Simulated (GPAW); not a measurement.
**AlNi in GPAW: the effect of strain hydrostatic**

AlNi:

```
Ni Al
1.0
     1.86115   -1.87506    0.00000
     1.86115    1.87506    0.00000
     0.00000    0.00000    2.97545
Ni Al
1 1
Direct
  0.50000 0.50000 0.50000
  0.00000 0.00000 0.00000
```

The cell comes from a database or a generator and needn't be the stable form of this composition.

Alike in all runs:

* Program: GPAW 26.7.0
* Task: single point
* Functional: PBEsol
* Potentials or basis: PAW data sets generated in the run's folder for this functional
* Cutoff: 600 eV
* Basis: pw
* k mesh: 10 × 10 × 9
* Occupations: fermi-dirac, width 0.05 eV
* Spin: collinear spin, ferromagnetic start
* Starting moments: [1.0, 0.0] μB
* Maxiter: 150

Problem. One run gave: pressure 7.5 GPa. Which strain hydrostatic did it use?
A. -0.02
B. -0.01
C. 0
D. 0.02
E. 0.04

Solution. B.

| strain hydrostatic | pressure (GPa) |
| --- | --- |
| -0.04 | 30.5 |
| -0.02 | 14.2 |
| -0.01 | 7.5 |
| 0 | 1.7 |
| 0.01 | -3.4 |
| 0.02 | -7.8 |
| 0.04 | -14.9 |

Caveats: the density grid can change from cell to cell, which puts small steps into energies and stress; the stock nickel data set gives pressures a few GPa off other programs.
